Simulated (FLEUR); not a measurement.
InPd: single point with PBE

The system is InPd.

```
CELL_PARAMETERS angstrom
3.27188 0.00000 0.00000
0.00000 3.27188 0.00000
0.00000 0.00000 3.27188
ATOMIC_POSITIONS crystal
In 0.00000 0.00000 0.00000
Pd 0.50000 0.50000 0.50000
```

The cell comes from a database or a generator and needn't be the stable form of this composition.

```
Program             : FLEUR MaX-R8.1 (later development tree)
Task                : single point
Functional          : PBE
Potentials or basis : all-electron
Basis               : FLAPW
Kmax                : 5 1/bohr
k mesh              : 8 × 8 × 8
Occupations         : fermi-dirac, width 0.05 eV
Spin                : no spin polarisation
```

```yaml
Band_gap_on_the_k_mesh: none (metal or under the smearing width)
Valence_electrons_inside_the_program's_atomic_spheres: In 18.76; Pd 17.14 (radii In 2.33, Pd 2.58 bohr)
```

Levels at points of the mesh, in eV from the Fermi level:
```
           k point  band 16  band 17  band 18  band 19  band 20  band 21  band 22  band 23  band 24  band 25
(0.00, 0.00, 0.00)    -3.73    -2.19    -2.19    -2.19     4.31     4.31     4.31     9.55    10.66    10.66
(0.00, 0.00, 0.50)    -3.71    -3.17    -3.17    -2.26    -1.03     9.64     9.64     9.96    10.81    10.81
(0.00, 0.50, 0.50)    -2.60    -2.60    -2.23    -2.23    -1.61     1.54     2.56     9.56    11.40    11.40
(0.50, 0.50, 0.50)    -4.78    -1.57    -1.57     0.01     3.88     3.88     3.88     4.48     4.48     4.48
```

Core levels (eV from the Fermi level):
```
atom                                                                                                                             levels
1 In  1s1/2 -27733.1, 2s1/2 -4147.9, 2p1/2 -3867.7, 2p3/2 -3656.9, 3s1/2 -783.8, 3p1/2 -670.8, 3p3/2 -632.7, 3d3/2 -432.9, 3d5/2 -425.1
2 Pd  1s1/2 -24152.2, 2s1/2 -3524.9, 2p1/2 -3269.4, 2p3/2 -3110.0, 3s1/2 -635.0, 3p1/2 -534.2, 3p3/2 -506.4, 3d3/2 -328.0, 3d5/2 -322.4
```

Run time: 2 min on 1 thread of Intel(R) Xeon(R) Platinum 8259CL CPU @ 2.50GHz (Skylake/Cascade Lake) (shared host), peak memory 0.1 GiB.
